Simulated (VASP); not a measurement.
# Pb (Fm-3m) in VASP: further runs

Aim: see how the results for Pb move with the level of theory and the settings. Levels: PBEsol, LDA, PBE, PBE+D3(BJ). Tasks: relaxation of cell and atoms.

Program: VASP 6.6.1. These are calculated values, not measurements. Logs are shortened: lines on timing, memory, paths and dates and some standing lists are left out, and cuts for length are marked.

## Step 1: The structure

It takes space group Fm-3m (No. 225, cubic). The conventional cell has a = 4.950 Å, b = 4.950 Å, c = 4.950 Å, α = 90.00°, β = 90.00°, γ = 90.00°. Around Pb (site symmetry m-3m) lie 12 Pb at 3.50 Å.

## Step 2: Relaxation of cell and atoms, PBEsol

Input file INCAR:

```
SYSTEM = Pb
PREC = Accurate
ENCUT = 600
EDIFF = 1E-7
ISMEAR = 0
SIGMA = 0.1
LREAL = .FALSE.
LASPH = .TRUE.
NELM = 80
ALGO = Normal
ISIF = 3
LWAVE = .FALSE.
LCHARG = .FALSE.
GGA = PS
IBRION = 2
NSW = 90
EDIFFG = -0.005
```

Input file KPOINTS:

```
regular mesh
0
G
  14 14 14
  0 0 0
```

Input file POSCAR:

```
Pb
1.0
    0.0000000000      2.4750200000      2.4750200000
    2.4750200000      0.0000000000      2.4750200000
    2.4750200000      2.4750200000      0.0000000000
Pb
1
Direct
    0.0000000000      0.0000000000      0.0000000000
```

Potentials or basis: VASP PAW PBE potentials, release 64 (Pb_d).

Started as:

```
$ cat potpaw_PBE.64/Pb_d/POTCAR > POTCAR
$ mpirun -np 1 vasp_std > vasp.out
```

OUTCAR:

```text
SYSTEM = Pb
   PREC = Accurate
   ENCUT = 600
   EDIFF = 1E-7
   ISMEAR = 0
   LREAL = .FALSE.
   LASPH = .TRUE.
   NELM = 80
   ISIF = 3
   GGA = PS
   IBRION = 2
   NSW = 90
   EDIFFG = -0.005

 ion  position               nearest neighbor table
   1  0.000  0.000  0.000-

  LATTYP: Found a face centered cubic cell.
 ALAT       =     4.9500400000

  Lattice vectors:

 A1 = (   0.0000000000,   2.4750200000,   2.4750200000)
 A2 = (   2.4750200000,   0.0000000000,   2.4750200000)
 A3 = (   2.4750200000,   2.4750200000,   0.0000000000)

Analysis of symmetry for initial positions (statically):
=====================================================================
 Subroutine PRICEL returns:
 Original cell was already a primitive cell.

 Routine SETGRP: Setting up the symmetry group for a
 face centered cubic supercell.

 Subroutine GETGRP returns: Found 48 space group operations
 (whereof 48 operations were pure point group operations)
 out of a pool of 48 trial point group operations.

The static configuration has the point symmetry O_h .

Analysis of symmetry for dynamics (positions and initial velocities):
=====================================================================
 Subroutine PRICEL returns:
 Original cell was already a primitive cell.

 Routine SETGRP: Setting up the symmetry group for a
 face centered cubic supercell.

 Subroutine GETGRP returns: Found 48 space group operations
 (whereof 48 operations were pure point group operations)
 out of a pool of 48 trial point group operations.

The dynamic configuration has the point symmetry O_h .

 Subroutine INISYM returns: Found 48 space group operations
 (whereof 48 operations are pure point group operations),
 and found     1 'primitive' translations

----------------------------------------------------------------------------------------

                                     Primitive cell

  volume of cell :      30.3226

  direct lattice vectors                    reciprocal lattice vectors
     0.000000000  2.475020000  2.475020000    -0.202018570  0.202018570  0.202018570
     2.475020000  0.000000000  2.475020000     0.202018570 -0.202018570  0.202018570
     2.475020000  2.475020000  0.000000000     0.202018570  0.202018570 -0.202018570

  length of vectors
     3.500206851  3.500206851  3.500206851     0.349906427  0.349906427  0.349906427

  position of ions in fractional coordinates (direct lattice)
     0.000000000  0.000000000  0.000000000

  ion indices of the primitive-cell ions
   primitive index   ion index
                 1           1

----------------------------------------------------------------------------------------

 KPOINTS: regular mesh

Automatic generation of k-mesh.
 Grid dimensions read from file:
 generate k-points for:   14   14   14

 Generating k-lattice:

  Cartesian coordinates                     Fractional coordinates (reciprocal lattice)
    -0.014429898  0.014429898  0.014429898     0.071428571  0.000000000  0.000000000
     0.014429898 -0.014429898  0.014429898     0.000000000  0.071428571  0.000000000
     0.014429898  0.014429898 -0.014429898     0.000000000  0.000000000  0.071428571

  Length of vectors
     0.024993316  0.024993316  0.024993316

  Shift w.r.t. Gamma in fractional coordinates (k-lattice)
     0.000000000  0.000000000  0.000000000

 Subroutine IBZKPT returns following result:
 ===========================================

 Found    104 irreducible k-points:

 Following reciprocal coordinates:
            Coordinates               Weight
  0.000000  0.000000  0.000000      1.000000
  0.071429  0.000000  0.000000      8.000000
  0.142857  0.000000  0.000000      8.000000
  0.214286  0.000000  0.000000      8.000000
  0.285714  0.000000  0.000000      8.000000
  0.357143  0.000000  0.000000      8.000000
[... 16 lines left out ...]
  0.214286  0.142857  0.000000     24.000000
  0.285714  0.142857  0.000000     24.000000
 [... further k-points ...]
   k-points           NKPTS =    104   k-points in BZ     NKDIM =    104   number of bands    NBANDS=     11
   number of dos      NEDOS =    301   number of ions     NIONS =      1
   total plane-waves  NPLWV =  21952
   dimension x,y,z NGX =    28 NGY =   28 NGZ =   28
   dimension x,y,z NGXF=    56 NGYF=   56 NGZF=   56
   ions per type =               1
   NGX,Y,Z   is equivalent  to a cutoff of  13.30, 13.30, 13.30 a.u.
   NGXF,Y,Z  is equivalent  to a cutoff of  26.60, 26.60, 26.60 a.u.
 SYSTEM =  Pb
   PREC   = accura    normal or accurate (medium, high low for compatibility)
   ISTART =      0    job   : 0-new  1-cont  2-samecut
   ICHARG =      2    charge: 1-file 2-atom 10-const
   ISPIN  =      1    spin polarized calculation?
   LNONCOLLINEAR =      F non collinear calculations
   LSORBIT =      F    spin-orbit coupling
   LASPH  =      T    aspherical Exc in radial PAW
   ENCUT  =  600.0 eV  44.10 Ry    6.64 a.u.   6.99  6.99  6.99*2*pi/ulx,y,z
   NELM   =     80;   NELMIN=  2; NELMDL= -5     # of ELM steps
   EDIFF  = 0.1E-06   stopping-criterion for ELM
   LREAL  =      F    real-space projection
   EDIFFG = -.5E-02   stopping-criterion for IOM
   NSW    =     90    number of steps for IOM
   IBRION =      2    ionic relax: 0-MD 1-quasi-New 2-CG
   NFREE  =      1    steps in history (QN), initial steepest desc. (CG)
   ISIF   =      3    stress and relaxation
   ISYM   =      2    0-nonsym 1-usesym 2-fastsym
   POTIM  = 0.5000    time-step for ionic-motion
   TEBEG  =    0.0;   TEEND  =   0.0 temperature during run
   PSTRESS=    0.0 pullay stress
   NELECT =      14.0000    total number of electrons
   NUPDOWN=      -1.0000    fix difference up-down
   EMIN   =  10.00;   EMAX   =-10.00  energy-range for DOS
   EFERMI =   0.00;   METHOD = LEGACY
   ISMEAR =     0;   SIGMA  =   0.10  broadening in eV -4-tet -1-fermi 0-gaus
   EFERMI_NEDOS =   21; number of points for ismear=-14 and -15
   IALGO  =     38    algorithm
   IMIX   =      4    mixing-type and parameters
     AMIX     =   0.40;   BMIX     =  1.00
     AMIX_MAG =   1.60;   BMIX_MAG =  1.00
  volume/ion in A,a.u.               =      30.32       204.63
  Fermi-wavevector in a.u.,A,eV,Ry     =   1.265306  2.391081 21.782907  1.600999
  Thomas-Fermi vector in A             =   2.398566
   LORBIT       =      0    0 simple, 1 ext, 2 COOP (PROOUT), +10 PAW based schemes
   GGA     = PS    functional components
   LHFCALC =     F    Hartree Fock is set to
   AEXX    =    0.0000 exact exchange contribution
   IVDW    =     0    specifies the selected vdW correction
   LEPSILON=     F    determine dielectric tensor
   LRPA    =     F    only Hartree local field effects (RPA)
 conjugate gradient relaxation of ions
 non-spin polarized calculation
 Gauss-broadening in eV      SIGMA  =   0.10
  energy-cutoff  :      600.00
  volume of cell :       30.32
 maximum number of plane-waves:      1026
   NGX = 13   NGY = 13   NGZ = 13

--------------------------------------- Ionic step        1  -------------------------------------------

 number of electron      13.9999999 magnetization

 Free energy of the ion-electron system (eV)
  ---------------------------------------------------
  ext. energy  EPLUGINS =         0.00000000
  ---------------------------------------------------
  free energy    TOTEN  =        -4.00344794 eV

  energy without entropy =       -4.00131760  energy(sigma->0) =       -4.00238277

------------------------ aborting loop because EDIFF is reached ----------------------------------------

  FORCE on cell =-STRESS in cart. coord.  units (eV):
  Direction    XX          YY          ZZ          XY          YZ          ZX
  --------------------------------------------------------------------------------------
  -------------------------------------------------------------------------------------
  Total       -0.0829044     -0.0829044     -0.0829044      0.0000000     -0.0000000     -0.0000000
  in kB       -4.3804857     -4.3804857     -4.3804857      0.0000000     -0.0000000     -0.0000000
  external PRESSURE =      -4.3804857 kB  Pullay stress =       0.0000000 kB
[... 55 lines left out ...]
  energy  without entropy=       -4.0017327731  energy(sigma->0) =       -4.00276726

--------------------------------------- Ionic step        3  -------------------------------------------

 number of electron      13.9999999 magnetization

 Free energy of the ion-electron system (eV)
  ---------------------------------------------------
  ext. energy  EPLUGINS =         0.00000000
  ---------------------------------------------------
  free energy    TOTEN  =        -4.00383442 eV

  energy without entropy =       -4.00175152  energy(sigma->0) =       -4.00279297

 E-fermi :   7.2382     XC(G=0): -10.3858

 val. band max:        7.2356365270   @ k =  -0.2857   0.2857   0.0714
 cond. band min:       7.2529668569   @ k =   0.3571   0.2143   0.0000
 fundamental gap:      0.0173303298
 Fermi energy:         7.2381674850

 k-point     1 :       0.0000    0.0000    0.0000
  band No.  band energies     occupation
      1      -9.7885      2.00000
      2      -9.7885      2.00000
      3      -9.7885      2.00000
      4      -9.6424      2.00000
      5      -9.6424      2.00000
      6      -4.6270      2.00000
      7      14.6900      0.00000
      8      14.6900      0.00000
      9      14.6900      0.00000
     10      16.9744      0.00000
     11      18.6395      0.00000
[... 309 lines left out ...]
 k-point    24 :       0.2857    0.1429    0.0000
  band No.  band energies     occupation
      1      -9.8316      2.00000
      2      -9.7285      2.00000
      3      -9.6991      2.00000
      4      -9.6560      2.00000
      5      -9.5708      2.00000
      6      -3.1776      2.00000
      7       8.4620      0.00000
      8      11.9656      0.00000
      9      12.2257      0.00000
     10      15.6536      0.00000
     11      17.2745      0.00000

 [... further k-points ...]

------------------------ aborting loop because EDIFF is reached ----------------------------------------

  FORCE on cell =-STRESS in cart. coord.  units (eV):
  Direction    XX          YY          ZZ          XY          YZ          ZX
  --------------------------------------------------------------------------------------
  -------------------------------------------------------------------------------------
  Total        0.0004864      0.0004864      0.0004864      0.0000000     -0.0000000      0.0000000
  in kB        0.0259419      0.0259419      0.0259419      0.0000000     -0.0000000      0.0000000
  external PRESSURE =       0.0259419 kB  Pullay stress =       0.0000000 kB
[... 16 lines left out ...]
  FREE ENERGIE OF THE ION-ELECTRON SYSTEM (eV)
  ---------------------------------------------------
  free  energy   TOTEN  =        -4.0038344197 eV

  energy  without entropy=       -4.0017515156  energy(sigma->0) =       -4.00279297

 reached required accuracy - stopping structural energy minimisation
```

Wall time 58 s (1 thread of Intel Xeon Platinum 8488C (Sapphire Rapids), shared host); peak memory 0.19 GiB.

Results:

| Item | Value |
| --- | --- |
| Free energy | -4.0038 eV |
| Relaxed volume | 30.04 Å³/atom |
| Relaxed cell | a = 3.489 Å, b = 3.489 Å, c = 3.489 Å, α = 60.00°, β = 60.00°, γ = 60.00° |
| Space group after relaxing (to 0.05 Å) | Fm-3m (No. 225) |
| Energy gained by relaxing | 0.4 meV/atom |
| Ionic steps | 3 |
| Pressure after relaxing | 0.0 GPa |
| Band gap on the k mesh | none (metal or under the smearing width) |

Step by step:
```csv
step,energy change (eV),largest force (eV/Å),pressure (GPa),volume (Å³)
1,0.0000,0.0000,-0.44,30.32
2,-0.0004,0.0000,0.13,29.96
3,-0.0004,0.0000,0.00,30.04
```

Final structure:
```cif
data_structure
_symmetry_space_group_name_H-M 'P 1'
_symmetry_Int_Tables_number 1
_cell_length_a 3.4894
_cell_length_b 3.4894
_cell_length_c 3.4894
_cell_angle_alpha 60.000
_cell_angle_beta 60.000
_cell_angle_gamma 60.000
_cell_volume 30.04
loop_
_atom_site_label
_atom_site_type_symbol
_atom_site_fract_x
_atom_site_fract_y
_atom_site_fract_z
_atom_site_occupancy
Pb1 Pb 0.00000 0.00000 0.00000 1
```

Caveat: the PAW data sets were made with another functional, which shifts forces and pressure a little. Spin-orbit coupling is left out, which matters for the levels of Pb.

## Step 3: Relaxation of cell and atoms, LDA

INCAR: that of step 2 with these lines changed.

```diff
@@ -13,3 +13,3 @@
 LCHARG = .FALSE.
-GGA = PS
+GGA = CA
 IBRION = 2
```

KPOINTS is that of step 2.

POSCAR is that of step 2.

Potentials or basis: VASP PAW LDA potentials, release 64 (Pb_d).

Started as:

```
$ cat potpaw_LDA.64/Pb_d/POTCAR > POTCAR
$ mpirun -np 1 vasp_std > vasp.out
```

It took 67 s on 1 thread of Intel Xeon Platinum 8488C (Sapphire Rapids), shared host; peak memory 0.17 GiB.

Results (log left out):

```yaml
Free_energy: -4.2580 eV
Relaxed_volume: 29.16 Å³/atom
Relaxed_cell: a = 3.455 Å, b = 3.455 Å, c = 3.455 Å, α = 60.00°, β = 60.00°, γ = 60.00°
Space_group_after_relaxing_to_0.05_Å: Fm-3m (No. 225)
Energy_gained_by_relaxing: 7.0 meV/atom
Ionic_steps: 3
Pressure_after_relaxing: 0.0 GPa
Band_gap_on_the_k_mesh: none (metal or under the smearing width)
```

Step by step:
| step | energy change (eV) | largest force (eV/Å) | pressure (GPa) | volume (Å³) |
| --- | --- | --- | --- | --- |
| 1 | 0.0000 | 0.0000 | -1.87 | 30.32 |
| 2 | -0.0062 | 0.0000 | 0.69 | 28.80 |
| 3 | -0.0070 | 0.0000 | 0.00 | 29.16 |

Final structure:
```xyz
1
Lattice="0.0000 2.4431 2.4431 2.4431 0.0000 2.4431 2.4431 2.4431 0.0000" Properties=species:S:1:pos:R:3 pbc="T T T"
Pb    0.0000    0.0000    0.0000
```

Levels at points of the mesh, in eV from the Fermi level:
```
           k point  band 3  band 4  band 5  band 6  band 7  band 8  band 9  band 10  band 11
(0.00, 0.00, 0.00)  -17.09  -16.93  -16.93  -12.09    7.61    7.61    7.61     9.80    11.92
(0.50, 0.00, 0.00)  -17.08  -16.78  -16.78   -8.24   -4.45    5.68    5.68     9.28     9.86
(0.50, 0.50, 0.00)  -16.79  -16.74  -16.74   -6.74   -3.48    2.01    2.01     5.54     6.80
```

Spin-orbit coupling is left out, which matters for the levels of Pb. Zero-point motion and thermal expansion aren't in these numbers.

## Step 4: Relaxation of cell and atoms, PBE

INCAR: that of step 3 with these lines changed.

```diff
@@ -13,3 +13,3 @@
 LCHARG = .FALSE.
-GGA = CA
+GGA = PE
 IBRION = 2
```

KPOINTS is that of step 3.

POSCAR is that of step 3.

Potentials or basis: VASP PAW PBE potentials, release 64 (Pb_d).

Started as:

```
$ cat potpaw_PBE.64/Pb_d/POTCAR > POTCAR
$ mpirun -np 1 vasp_std > vasp.out
```

Run time: 93 s. Hardware: 1 thread of Intel Xeon Platinum 8488C (Sapphire Rapids), shared host; peak memory 0.19 GiB.

Results (log left out):

* Free energy: -3.5686 eV
* Relaxed volume: 32.00 Å³/atom
* Relaxed cell: a = 3.564 Å, b = 3.564 Å, c = 3.564 Å, α = 60.00°, β = 60.00°, γ = 60.00°
* Space group after relaxing (to 0.05 Å): Fm-3m (No. 225)
* Energy gained by relaxing: 12.2 meV/atom
* Ionic steps: 3
* Pressure after relaxing: 0.0 GPa
* Band gap on the k mesh: none (metal or under the smearing width)

The path:
```csv
step,energy change (eV),largest force (eV/Å),pressure (GPa),volume (Å³)
1,0.0000,0.0000,2.44,30.32
2,-0.0116,0.0000,-0.46,32.40
3,-0.0122,0.0000,0.01,32.00
```

Final structure:
```yaml
crystal:
  lattice:
    - [0.00000, 2.51995, 2.51995]
    - [2.51995, 0.00000, 2.51995]
    - [2.51995, 2.51995, 0.00000]
  atoms:
    - { symbol: Pb, position: [0.00000, 0.00000, 0.00000] }
```

Levels at points of the mesh, in eV from the Fermi level:
```tsv
k point	band 5	band 6	band 7	band 8	band 9	band 10
(0.00, 0.00, 0.00)	-16.93	-11.41	6.99	6.99	6.99	9.72
(0.50, 0.00, 0.00)	-16.81	-8.09	-3.95	5.28	5.28	8.99
(0.50, 0.50, 0.00)	-16.78	-6.80	-3.07	1.98	1.98	5.22
```

The run has no spin-orbit coupling, so splittings on Pb are missing. Zero-point motion and thermal expansion aren't in these numbers.

## Step 5: Relaxation of cell and atoms, PBE+D3(BJ)

INCAR: that of step 4 with these lines changed.

```diff
@@ -14,2 +14,3 @@
 GGA = PE
+IVDW = 12
 IBRION = 2
```

KPOINTS is that of step 4.

POSCAR is that of step 4.

Started as:

```
$ cat potpaw_PBE.64/Pb_d/POTCAR > POTCAR
$ mpirun -np 1 vasp_std > vasp.out
```

It took 71 s on 1 thread of Intel Xeon Platinum 8488C (Sapphire Rapids), shared host; peak memory 0.19 GiB.

The run converged. Its results:

| Property | Result |
| --- | --- |
| Free energy | -3.9662 eV |
| Relaxed volume | 30.48 Å³/atom |
| Relaxed cell | a = 3.506 Å, b = 3.506 Å, c = 3.506 Å, α = 60.00°, β = 60.00°, γ = 60.00° |
| Space group after relaxing (to 0.05 Å) | Fm-3m (No. 225) |
| Energy gained by relaxing | 0.1 meV/atom |
| Ionic steps | 3 |
| Pressure after relaxing | 0.0 GPa |
| Band gap on the k mesh | none (metal or under the smearing width) |
| Dispersion energy per atom | -0.408 eV |

The path:
| step | energy change (eV) | largest force (eV/Å) | pressure (GPa) | volume (Å³) |
| --- | --- | --- | --- | --- |
| 1 | 0.0000 | 0.0000 | 0.24 | 30.32 |
| 2 | -0.0001 | 0.0000 | -0.06 | 30.52 |
| 3 | -0.0001 | 0.0000 | 0.00 | 30.48 |

Final structure:
```
CELL_PARAMETERS angstrom
0.00000 2.47927 2.47927
2.47927 0.00000 2.47927
2.47927 2.47927 0.00000
ATOMIC_POSITIONS crystal
Pb 0.00000 0.00000 0.00000
```

Levels at points of the mesh, in eV from the Fermi level:
| k point | band 5 | band 6 | band 7 | band 8 | band 9 | band 10 |
| --- | --- | --- | --- | --- | --- | --- |
| (0.00, 0.00, 0.00) | -16.97 | -11.76 | 7.34 | 7.34 | 7.34 | 9.72 |
| (0.50, 0.00, 0.00) | -16.83 | -8.16 | -4.22 | 5.52 | 5.52 | 9.20 |
| (0.50, 0.50, 0.00) | -16.80 | -6.76 | -3.29 | 2.01 | 2.01 | 5.33 |

Caveat: pairwise dispersion overbinds metals, which lowers pressure and volume.

[end of part 1 of 2]
